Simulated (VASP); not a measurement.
A run of VASP 6.6.1:

The input INCAR:

```
SYSTEM = Pd
  PREC = Accurate
  ENCUT = 700
  EDIFF = 1E-6
  ISMEAR = 1
  SIGMA = 0.1
  LREAL = .FALSE.
  LASPH = .TRUE.
  NELM = 120
  ALGO = Normal
  ISIF = 3
  LWAVE = .FALSE.
  LCHARG = .FALSE.
  GGA = PE
  IBRION = 2
  NSW = 90
  EDIFFG = -0.01
  LATTICE_CONSTRAINTS = .FALSE. .FALSE. .TRUE.
  KPAR = 2
```

The input KPOINTS:

```
regular mesh
0
G
  19 19 6
  0 0 0
```

Contents of POSCAR:

```
Pd
1.0
    2.7855623000      0.0000000000      0.0000000000
   -1.3927812000      2.4123677800      0.0000000000
    0.0000000000      0.0000000000     13.6464133700
Pd
6
Direct
    0.0000000000      0.0000000000      0.0000000000
    0.3333330000      0.6666670000      0.1666666500
    0.6666670000      0.3333330000      0.3333333100
    0.0000000000      0.0000000000      0.4999999600
    0.3333330000      0.6666670000      0.6666666200
    0.6666670000      0.3333330000      0.8333332700
```

Potentials or basis: VASP PAW PBE potentials, release 64 (Pd).

Command:

```bash
$ cat potpaw_PBE.64/Pd/POTCAR > POTCAR
$ mpirun -np 2 vasp_std > vasp.out
```

Hardware: 2 MPI ranks on Intel(R) Xeon(R) Platinum 8375C CPU @ 2.90GHz (Ice Lake) (shared host).

Estimate the wall time of this run.

Wall time 5.6 min on 2 MPI ranks on Intel(R) Xeon(R) Platinum 8375C CPU @ 2.90GHz (Ice Lake), with other jobs on the host, peak memory 0.83 GiB a rank. Counts: scf iterations 18, k points 220, ion steps 2.
